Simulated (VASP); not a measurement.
# CaF2 (Fluorite) (Fm-3m) in VASP: settings compared, part 2 of 3

VASP 6.6.1.

## Step 3: Relaxation of cell and atoms, PBEsol

This run uses another cell than the first one, of 13.30 Å³/atom, 0.980 times its volume.

INCAR reads:

```
PREC = Accurate
ENCUT = 600
EDIFF = 1E-7
ISMEAR = 0
SIGMA = 0.03
LREAL = F
LASPH = T
NELM = 80
ALGO = Normal
ISIF = 3
LWAVE = F
LCHARG = F
GGA = PS
IBRION = 2
NSW = 90
EDIFFG = -0.005
KPAR = 2
```

KPOINTS reads:

```
Automatic mesh
0
Gamma
  8 8 8
```

POSCAR reads:

```
CaF2                                    
1.0
    0.0000000000      2.7123156406      2.7123156406
    2.7123156406      0.0000000000      2.7123156406
    2.7123156406      2.7123156406      0.0000000000
  Ca              F             
     1     2
Direct
     0.0000000000000000    1.0000000000000000    1.0000000000000000
     0.2500000000000000    0.2500000000000000    0.2500000000000000
     0.7500000000000000    0.7500000000000000    0.7500000000000000
```

Potentials or basis: VASP PAW PBE potentials, release 64 (Ca_sv, F).

Started as:

```
$ cat potpaw_PBE.64/Ca_sv/POTCAR potpaw_PBE.64/F/POTCAR > POTCAR
$ mpirun -np 2 vasp_std > vasp.out
```

OUTCAR:

```text
PREC = Accurate
   ENCUT = 600
   EDIFF = 1E-7
   ISMEAR = 0
   LREAL = F
   LASPH = T
   NELM = 80
   ISIF = 3
   GGA = PS
   IBRION = 2
   NSW = 90
   EDIFFG = -0.005

 ion  position               nearest neighbor table
   1  0.000  0.000  0.000-   3 2.35   3 2.35   3 2.35   2 2.35   3 2.35   2 2.35   2 2.35   2 2.35

   2  0.250  0.250  0.250-   1 2.35   1 2.35   1 2.35   1 2.35
   3  0.750  0.750  0.750-   1 2.35   1 2.35   1 2.35   1 2.35

  LATTYP: Found a face centered cubic cell.
 ALAT       =     5.4246312812

  Lattice vectors:

 A1 = (   0.0000000000,   2.7123156406,   2.7123156406)
 A2 = (   2.7123156406,   0.0000000000,   2.7123156406)
 A3 = (   2.7123156406,   2.7123156406,   0.0000000000)

Analysis of symmetry for initial positions (statically):
=====================================================================
 Subroutine PRICEL returns:
 Original cell was already a primitive cell.

 Routine SETGRP: Setting up the symmetry group for a
 face centered cubic supercell.

 Subroutine GETGRP returns: Found 48 space group operations
 (whereof 48 operations were pure point group operations)
 out of a pool of 48 trial point group operations.

The static configuration has the point symmetry O_h .

Analysis of symmetry for dynamics (positions and initial velocities):
=====================================================================
 Subroutine PRICEL returns:
 Original cell was already a primitive cell.

 Routine SETGRP: Setting up the symmetry group for a
 face centered cubic supercell.

 Subroutine GETGRP returns: Found 48 space group operations
 (whereof 48 operations were pure point group operations)
 out of a pool of 48 trial point group operations.

The dynamic configuration has the point symmetry O_h .

 Subroutine INISYM returns: Found 48 space group operations
 (whereof 48 operations are pure point group operations),
[... 118 lines left out ...]
     AMIX_MAG =   1.60;   BMIX_MAG =  1.00
  volume/ion in A,a.u.               =      13.30        89.77
  Fermi-wavevector in a.u.,A,eV,Ry     =   1.381852  2.611323 25.980546  1.909516
  Thomas-Fermi vector in A             =   2.506598
   LORBIT       =      0    0 simple, 1 ext, 2 COOP (PROOUT), +10 PAW based schemes
   GGA     = PS    functional components
   LHFCALC =     F    Hartree Fock is set to
   AEXX    =    0.0000 exact exchange contribution
   IVDW    =     0    specifies the selected vdW correction
   LEPSILON=     F    determine dielectric tensor
   LRPA    =     F    only Hartree local field effects (RPA)
 conjugate gradient relaxation of ions
 non-spin polarized calculation
 Gauss-broadening in eV      SIGMA  =   0.03
  energy-cutoff  :      600.00
  volume of cell :       39.91
 maximum number of plane-waves:      1363
   NGX = 15   NGY = 15   NGZ = 15

 number of electron      23.9999987 magnetization

 Free energy of the ion-electron system (eV)
  ---------------------------------------------------
  ext. energy  EPLUGINS =         0.00000000
  ---------------------------------------------------
  free energy    TOTEN  =       -17.90472465 eV

  energy without entropy =      -17.90472465  energy(sigma->0) =      -17.90472465

 E-fermi :  -0.8323     XC(G=0): -10.0042

 val. band max:       -0.9744486947   @ k =   0.5000   0.5000   0.0000
 cond. band min:       6.2377471356   @ k =   0.0000   0.0000   0.0000
 fundamental gap:      7.2121958303
 Fermi energy:        -0.8323310173

 k-point     1 :       0.0000    0.0000    0.0000
  band No.  band energies     occupation
      1     -36.6875      2.00000
      2     -20.8487      2.00000
      3     -20.0265      2.00000
      4     -17.7121      2.00000
      5     -17.7121      2.00000
      6     -17.7121      2.00000
[... 433 lines left out ...]
      3     -20.6697      2.00000
      4     -17.7884      2.00000
      5     -17.5468      2.00000
      6     -17.2767      2.00000
[... 8 lines left out ...]
     15       8.9665      0.00000
     16       9.4282      0.00000

 [... further k-points ...]

------------------------ aborting loop because EDIFF is reached ----------------------------------------

  FORCE on cell =-STRESS in cart. coord.  units (eV):
  Direction    XX          YY          ZZ          XY          YZ          ZX
  --------------------------------------------------------------------------------------
  -------------------------------------------------------------------------------------
  Total        0.0064938      0.0064938      0.0064938      0.0000000      0.0000000      0.0000000
  in kB        0.2607097      0.2607097      0.2607097      0.0000000      0.0000000      0.0000000
  external PRESSURE =       0.2607097 kB  Pullay stress =       0.0000000 kB

 VOLUME and BASIS-vectors are now :
 -----------------------------------------------------------------------------
  energy-cutoff  :      600.00
  volume of cell :       39.91
      direct lattice vectors                 reciprocal lattice vectors
     0.000000000  2.712315641  2.712315641    -0.184344326  0.184344326  0.184344326
     2.712315641  0.000000000  2.712315641     0.184344326 -0.184344326  0.184344326
     2.712315641  2.712315641  0.000000000     0.184344326  0.184344326 -0.184344326

 POSITION                                       TOTAL-FORCE (eV/Angst)
 -----------------------------------------------------------------------------------
      0.00000      0.00000      0.00000        -0.000000     -0.000000      0.000000
      1.35616      1.35616      1.35616        -0.000000     -0.000000      0.000000
      4.06847      4.06847      4.06847         0.000000      0.000000     -0.000000
 -----------------------------------------------------------------------------------
    total drift:                                0.000000     -0.000000      0.000000

  FREE ENERGIE OF THE ION-ELECTRON SYSTEM (eV)
  ---------------------------------------------------
  free  energy   TOTEN  =       -17.9047246458 eV

  energy  without entropy=      -17.9047246458  energy(sigma->0) =      -17.90472465

 reached required accuracy - stopping structural energy minimisation
```

OSZICAR:

```text
N       E                     dE             d eps       ncg     rms          rms(c)
DAV:   1     0.238270125088E+03    0.23827E+03   -0.15019E+04   928   0.170E+03
DAV:   2    -0.815082190783E+01   -0.24642E+03   -0.24297E+03  1160   0.409E+02
DAV:   3    -0.185586889656E+02   -0.10408E+02   -0.10398E+02  1120   0.954E+01
DAV:   4    -0.189828086451E+02   -0.42412E+00   -0.42402E+00  1560   0.142E+01
DAV:   5    -0.189854632459E+02   -0.26546E-02   -0.26546E-02  1088   0.119E+00    0.737E+00
DAV:   6    -0.179024406578E+02    0.10830E+01   -0.58048E+00   960   0.174E+01    0.308E+00
DAV:   7    -0.178917390803E+02    0.10702E-01   -0.16259E-01  1216   0.382E+00    0.162E+00
DAV:   8    -0.179001915176E+02   -0.84524E-02   -0.27622E-02  1176   0.215E+00    0.185E-01
DAV:   9    -0.179039934991E+02   -0.38020E-02   -0.73334E-03  1256   0.663E-01    0.141E-01
DAV:  10    -0.179047195196E+02   -0.72602E-03   -0.12830E-03  1096   0.279E-01    0.290E-02
DAV:  11    -0.179047181724E+02    0.13473E-05   -0.10600E-04  1240   0.891E-02    0.922E-03
DAV:  12    -0.179047249392E+02   -0.67668E-05   -0.20172E-05  1056   0.352E-02    0.367E-03
DAV:  13    -0.179047250063E+02   -0.67081E-07   -0.29227E-06  1408   0.131E-02    0.320E-03
DAV:  14    -0.179047246335E+02    0.37276E-06   -0.43588E-07  1056   0.767E-03    0.489E-04
DAV:  15    -0.179047246458E+02   -0.12255E-07   -0.26757E-08   752   0.155E-03
   1 F= -.17904725E+02 E0= -.17904725E+02  d E =-.179047E+02
```

CONTCAR:

```text
CaF2
   1.00000000000000
     0.0000000000000000    2.7123156406000000    2.7123156406000000
     2.7123156406000000    0.0000000000000000    2.7123156406000000
     2.7123156406000000    2.7123156406000000    0.0000000000000000
  Ca              F
     1     2
Direct
     0.0000000000000000    0.0000000000000000    0.0000000000000000
     0.2500000000000000    0.2500000000000000    0.2500000000000000
     0.7500000000000000    0.7500000000000000    0.7500000000000000

  0.00000000E+00  0.00000000E+00  0.00000000E+00
  0.00000000E+00  0.00000000E+00  0.00000000E+00
  0.00000000E+00  0.00000000E+00  0.00000000E+00
```

Wall time 8.2 s (2 MPI ranks of Intel Xeon Platinum 8488C (Sapphire Rapids), shared host); peak memory 0.17 GiB.

Results:

```
Free energy             : -17.9047 eV
Pressure after relaxing : 0.0 GPa
Band gap on the k mesh  : 7.21 eV, indirect (least direct gap 7.47 eV)
```

Final structure:
```
CELL_PARAMETERS angstrom
0.00000 2.71232 2.71232
2.71232 0.00000 2.71232
2.71232 2.71232 0.00000
ATOMIC_POSITIONS crystal
Ca 0.00000 0.00000 0.00000
F 0.25000 0.25000 0.25000
F 0.75000 0.75000 0.75000
```

Levels at points of the mesh, in eV from the valence-band top:
```csv
k point,band 10,band 11,band 12,band 13,band 14,band 15
"(0.00, 0.00, 0.00)",-0.26,-0.26,-0.26,7.21,9.20,9.20
"(0.50, 0.00, 0.00)",-1.28,-0.86,-0.86,9.43,9.43,9.83
"(0.50, 0.50, 0.00)",-0.38,-0.38,0.00,8.07,9.59,10.18
```

Caveat: the relaxation stopped at its first step, so nothing moved; the PAW data sets were made with another functional, which shifts forces and pressure a little.

(Part 2 of 3 ends here.)
